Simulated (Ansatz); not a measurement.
Method: DFT, BLYP, plane waves (420 eV) with PAW, scalar-relativistic in Ansatz. The PAW files were generated under PBE, with cores re-solved for the functional.

An element in the bcc structure gives this curve. The cell is scaled uniformly from the relaxed one, with fractional coordinates and shape fixed. Energies are extrapolated to zero smearing, pressures are those at the given smearing. Magnetic state: spin not included.

```tsv
V (Å³/atom)	E − E₀ (meV/atom)	P (GPa)
14.469	53.2	10.08
15.127	20.9	5.85
15.784	4.3	2.50
16.442	0.0	-0.15
17.100	5.6	-2.26
17.757	18.9	-3.92
18.415	38.3	-5.23
```

Which element is it?
A. zinc
B. rhodium
C. silicon
D. titanium

C. Its fit is V₀ = 16.37 Å³/atom, B₀ = 61 GPa, B₀′ = 4.8.
